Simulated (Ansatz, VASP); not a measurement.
**One calculation of LiH, two programs**

```
CELL_PARAMETERS angstrom
0.00000 2.19510 1.86990
2.19510 0.00000 1.86990
2.19510 2.19510 0.00000
ATOMIC_POSITIONS crystal
Li 0.00000 0.00000 0.00000
H 0.50000 0.50000 0.50000
```

Change from the starting cell: strain +0.080 along x and y, -0.080 along z, atoms carried along.

Alike in both runs: task single point; functional PBEsol; k mesh 10 × 10 × 10; occupations gaussian, width 0.05 eV; no spin polarisation.

|  | VASP | Ansatz |
| --- | --- | --- |
| version | VASP 6.6.1 | Ansatz 0.2.0 |
| potentials or method | VASP PAW PBE potentials, release 64 (Li_sv, H) | scalar-relativistic, plane waves, PAW |
| plane-wave cutoff (eV) | 520 | 420 |
| valence electrons in the cell | 4 | 4 |

```csv
,VASP,Ansatz,Ansatz less VASP
gap on the k mesh at the Fermi level (eV),1.53,1.53,+0.001
least direct gap on the mesh (eV),2.60,2.61,+0.005
```

 A k mesh can miss the band edges.
